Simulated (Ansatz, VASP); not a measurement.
## GePt in VASP and in Ansatz

```xyz
8
Lattice="5.8379 0.0000 0.0000 0.0000 3.7403 0.0000 0.0000 0.0000 6.1736" Properties=species:S:1:pos:R:3 pbc="T T T"
Ge    1.0852    0.9351    3.6289
Ge    1.8338    2.8052    0.5421
Ge    4.0041    0.9351    5.6315
Ge    4.7527    2.8052    2.5447
Pt    5.8247    0.9351    1.1864
Pt    2.9321    2.8052    4.2732
Pt    2.9058    0.9351    1.9005
Pt    0.0132    2.8052    4.9873
```

Alike in both runs: functional PBE; k mesh 4 × 6 × 4; occupations gaussian, width 0.05 eV; no spin polarisation.

Ansatz relaxed the structure, and its values are those at the end. VASP's run is a single point on that final structure, the one shown.

|  | VASP | Ansatz |
| --- | --- | --- |
| version | VASP 6.6.1 | Ansatz 0.2.0 |
| potentials or method | VASP PAW PBE potentials, release 64 (Ge_d, Pt) | scalar-relativistic, plane waves, PAW |
| plane-wave cutoff (eV) | 520 | 420 |
| valence electrons in the cell | 96 | 128 |

|  | VASP | Ansatz | Ansatz less VASP |
| --- | --- | --- | --- |
| gap on the k mesh at the Fermi level (eV) | none | none | - |
| pressure (GPa) | 0.1 | 0.1 | +0.01 |
| rms of the force components (eV/Å) | 0.009 | 0.009 | -0.0006 |

A gap of «none» marks a metal or a gap that the smearing closes. The two sets of potentials don't hold the same shells in valence.

The runs have no spin-orbit coupling, so splittings on Pt are missing.
